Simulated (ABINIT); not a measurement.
## BeTe (F-43m): one start, several treatments of the self-energy

How much does the gap of BeTe (F-43m) depend on the approximation to the self-energy?

Calculated with ABINIT 10.8.3; PBE and many-body steps on it, plane waves.

**What was measured.**

- Gap 2.8 eV: absolute (indirect, Gamma to X) gap, second literature value; film (quoted from earlier experiment) (quoted in “The band structure of BeTe - a combined experimental and theoretical study”, 1997, arxiv:cond-mat/9712266).

- Gap 2.7 eV: absolute (indirect, Gamma to X) gap; bulk crystal (quoted from earlier experiment) (quoted in “The band structure of BeTe - a combined experimental and theoretical study”, 1997, arxiv:cond-mat/9712266).

Report form: the programs' logs are mostly left out.

## Step 1: Set-up

The structure is cubic, space group F-43m (No. 216). The conventional cell has a = 5.663 Å, b = 5.663 Å, c = 5.663 Å, α = 90.00°, β = 90.00°, γ = 90.00°. Nearest to Be lie 4 Te at 2.45 Å. Te has 4 Be at 2.45 Å nearest. Farther neighbours and most contacts between anions are not listed.

The cell and positions are those that the Materials Project relaxed with its own functionals (PBE, PBE+U or r2SCAN), kept fixed. Spin-orbit coupling is left out unless a step names it.

## Step 2: Empty states on the mesh, 6×6×6 mesh, 153 bands

This step: ABINIT 10.8.3; DFT, PBE, plane waves, norm-conserving pseudopotentials.

The sums over transitions need many empty states on a uniform mesh; this step solves for them.

Input file run.abi:

```
acell 3*1.0 Angstrom
rprim 
  -0.000000000000 2.831458787600 2.831458787600
  2.831458787600 0.000000000000 2.831458787600
  2.831458787600 2.831458787600 0.000000000000
ntypat 2
znucl 4 52
natom 2
typat 1 2
xred 
  0.000000000000 0.000000000000 0.000000000000
  0.750000000000 0.750000000000 0.750000000000
pp_dirpath "pseudos"
pseudos "Be.upf, Te.upf"
ecut 38
ngkpt 6 6 6
nshiftk 1
shiftk 0 0 0
kptopt 1
chksymbreak 0
irdden 1
istwfk *1
nband 153
prtvol 0
optdriver 6
gwr_task "HDIAGO"
paral_kgb 0
occopt 1
indata_prefix "in"
outdata_prefix "out"
tmpdata_prefix "tmp"
```

The run is started by

```console
> OMP_NUM_THREADS=1 mpirun -n 8 abinit run.abi > log
```

The job ended after 70 s (8 MPI ranks of Arm Neoverse V1, shared host; peak memory 5.4 GiB).

Numbers from this step:

| Property | Result |
| --- | --- |
| gap | 2.028 eV |
| k of the valence top | 0, 0, 0 |
| k of the conduction bottom | 0.5, 0.5, 0 |
| least direct gap | 3.658 eV |
| k points computed | 16 |
| lowest point of the top converged band, above the valence top | 108.0056 eV |

On this mesh the gap is 2.028 eV.

The density comes from a self-consistent run that is not shown.

## Step 3: Screening, 6×6×6 mesh, 145 bands, screening to 190.5 eV

The RPA dielectric matrix is built and inverted for each q.

This step: RPA screening on PBE, plane waves, norm-conserving pseudopotentials.

Changes to run.abi since step 2:

```diff
@@ -20,10 +20,11 @@
 chksymbreak 0
-irdden 1
 istwfk *1
-nband 153
-prtvol 0
-optdriver 6
-gwr_task "HDIAGO"
-paral_kgb 0
 occopt 1
+irdwfk 1
+optdriver 3
+nband 145
+ecuteps 7
+inclvkb 2
+awtr 1
+symchi 1
 indata_prefix "in"
```

Run time: 2.5 min. Hardware: 8 MPI ranks; peak memory 2.5 GiB.

Numbers from this step:

```yaml
eps_infinity_with_local_fields_on_this_mesh_along_the_program_s_q_direction: 7.297
the_same_without_local_fields: 8.403
plasma_frequency: 24.65 eV
plane_waves_in_the_screening_matrix: 283
```

Local fields lower ε∞ by 13 %.

## Step 4: G0W0, Godby-Needs plasmon pole

The self-energy is evaluated for the states that the input lists, and the levels follow from it, in one-shot runs by the linearised quasiparticle equation.

This step: G0W0 on PBE, plane waves, norm-conserving pseudopotentials.

Changes to run.abi since step 3:

```diff
@@ -23,8 +23,17 @@
 irdwfk 1
-optdriver 3
+optdriver 4
 nband 145
+gwcalctyp 0
+ecutsigx 38
+symsigma 1
+nkptgw 2
+kptgw 
+  0.0000000000 0.0000000000 0.0000000000
+  0.5000000000 0.5000000000 0.0000000000
+bdgw 
+  8 13
+  9 12
 ecuteps 7
-inclvkb 2
-awtr 1
-symchi 1
+irdscr 1
+ppmodel 1
 indata_prefix "in"
```

It took 19 s on 8 MPI ranks; peak memory 2.5 GiB.

This step gave:

```
G0W0 gap on the points computed              : 3.406 eV
starting gap on the mesh                     : 2.028 eV
k of the valence top                         : 0, 0, 0
k of the conduction bottom                   : 0.5, 0.5, 0
Z at the valence top                         : 0.801
Z at the conduction bottom                   : 0.814
least direct G0W0 gap on the computed points : 5.301 eV
```

The gap on the mesh goes from 2.03 eV to 3.41 eV, a correction of +1.38 eV.

## Step 5: G0W0, Hybertsen-Louie plasmon pole

Changes to run.abi since step 4:

```diff
@@ -37,3 +37,3 @@
 irdscr 1
-ppmodel 1
+ppmodel 2
 indata_prefix "in"
```

Wall time 19 s (8 MPI ranks); peak memory 2.4 GiB.

Numbers from this step:

```yaml
g0w0_gap_on_the_points_computed: 3.457 eV
starting_gap_on_the_mesh: 2.028 eV
k_of_the_valence_top: 0, 0, 0
k_of_the_conduction_bottom: 0.5, 0.5, 0
z_at_the_valence_top: 0.85
z_at_the_conduction_bottom: 0.859
least_direct_g0w0_gap_on_the_computed_points: 5.358 eV
```

Against G0W0 in ABINIT (6×6×6 mesh, 145 bands, screening to 190.5 eV, Godby-Needs plasmon pole), the gap moves by +0.051 eV.

## Step 6: G0W0, von der Linden-Horsch plasmon pole

Changes to run.abi since step 5:

```diff
@@ -37,3 +37,3 @@
 irdscr 1
-ppmodel 2
+ppmodel 3
 indata_prefix "in"
```

It took 10 s on 8 MPI ranks; peak memory 2.2 GiB.

Numbers from this step:

```
G0W0 gap on the points computed              : 3.439 eV
starting gap on the mesh                     : 2.028 eV
k of the valence top                         : 0, 0, 0
k of the conduction bottom                   : 0.5, 0.5, 0
least direct G0W0 gap on the computed points : 5.377 eV
```

Against G0W0 in ABINIT (6×6×6 mesh, 145 bands, screening to 190.5 eV, Godby-Needs plasmon pole), the gap moves by +0.033 eV.

## Step 7: G0W0, Engel-Farid plasmon pole

Changes to run.abi since step 6:

```diff
@@ -37,3 +37,3 @@
 irdscr 1
-ppmodel 3
+ppmodel 4
 indata_prefix "in"
```

Wall time 10 s (8 MPI ranks); peak memory 2.2 GiB.

Numbers from this step:

```yaml
g0w0_gap_on_the_points_computed: 3.436 eV
starting_gap_on_the_mesh: 2.028 eV
k_of_the_valence_top: 0, 0, 0
k_of_the_conduction_bottom: 0.5, 0.5, 0
least_direct_g0w0_gap_on_the_computed_points: 5.349 eV
```

Against G0W0 in ABINIT (6×6×6 mesh, 145 bands, screening to 190.5 eV, Godby-Needs plasmon pole), the gap moves by +0.030 eV.

## Step 8: The runs together

Times are wall times on 8 MPI ranks of Arm Neoverse V1, shared host, good to a factor of about two. A run's time includes the screening step that it read.

| run | mesh | bands | screening cutoff (eV) | DFT gap (eV) | gap on the mesh (eV) | direct (eV) | ε∞ used | time |
| --- | --- | --- | --- | --- | --- | --- | --- | --- |
| G0W0, Godby-Needs plasmon pole | 6×6×6 | 145 | 190.5 | 2.028 | 3.406 | 5.301 | 7.30 | 2.8 min |
| G0W0, Hybertsen-Louie plasmon pole | 6×6×6 | 145 | 190.5 | 2.028 | 3.457 | 5.358 | 7.30 | 2.8 min |
| G0W0, von der Linden-Horsch plasmon pole | 6×6×6 | 145 | 190.5 | 2.028 | 3.439 | 5.377 | 7.30 | 2.7 min |
| G0W0, Engel-Farid plasmon pole | 6×6×6 | 145 | 190.5 | 2.028 | 3.436 | 5.349 | 7.30 | 2.7 min |

## Step 9: Summary of results

```json
{"G0W0, Godby-Needs plasmon pole": "3.406 eV", "G0W0, Hybertsen-Louie plasmon pole": "3.457 eV", "G0W0, von der Linden-Horsch plasmon pole": "3.439 eV", "G0W0, Engel-Farid plasmon pole": "3.436 eV", "known limits": "not at the basis limit; exchange with frozen shells missing; no spin-orbit coupling"}
```

What this shows: G0W0, Hybertsen-Louie plasmon pole: +0.051 eV against G0W0, Godby-Needs plasmon pole. G0W0, von der Linden-Horsch plasmon pole: +0.033 eV against G0W0, Godby-Needs plasmon pole. G0W0, Engel-Farid plasmon pole: +0.030 eV against G0W0, Godby-Needs plasmon pole. Against experiment, by G0W0, Godby-Needs plasmon pole: the gap of 3.41 eV lies +0.61 eV from the measured 2.8 eV (indirect, quoted 1997); the gap of 3.41 eV lies +0.71 eV from the measured 2.7 eV (indirect, quoted 1997). These are gaps on the mesh, at modest bands and cutoff. The calculation has static nuclei and no excitons; a measured gap holds zero-point and thermal motion, which mostly lowers it. With atoms this heavy the missing spin-orbit coupling can matter too. Bands and cutoff are finite, so the gap is not at the basis limit. The miss can reach some tenths of an eV and take either sign; the mesh is an error of its own. In the G0W0 runs levels were corrected at 2 k points alone, so a gap called «on the mesh» is the least over those, and an edge elsewhere would be missed. The norm-conserving file of at least one element keeps a d shell over frozen s and p shells of the same row. Exchange with those shells is missing from the self-energy, an error of 0.3 to 0.9 eV in cases checked, whose sign depends on which edge lies on those atoms.

[Paths, hosts, dates, memory and timing lines, banners, echoed tables and standing remarks are left out of the program output.]

[Logs are printed without paths, hosts, clocks, repeated set-up lines and the standing remarks that a program may print on its own settings, such as how far it seeks lower states.]

[Runs of the session that timed out or met a known fault of the program may be left out.]

[Hosts, paths, dates, database ids (printed as entryN), source tags and the programs' standing remarks are cut or masked in the printed files.]

[G0W0 gaps are taken among the corrected bands and points alone; a level outside them can change the order at an edge.]

[Where Ansatz stands beside ABINIT at settings called matched, ABINIT's density can come from a denser mesh and the files from another edition; pairs whose starting gaps differed by over 0.03 eV were left out, so agreement reads better than it is.]
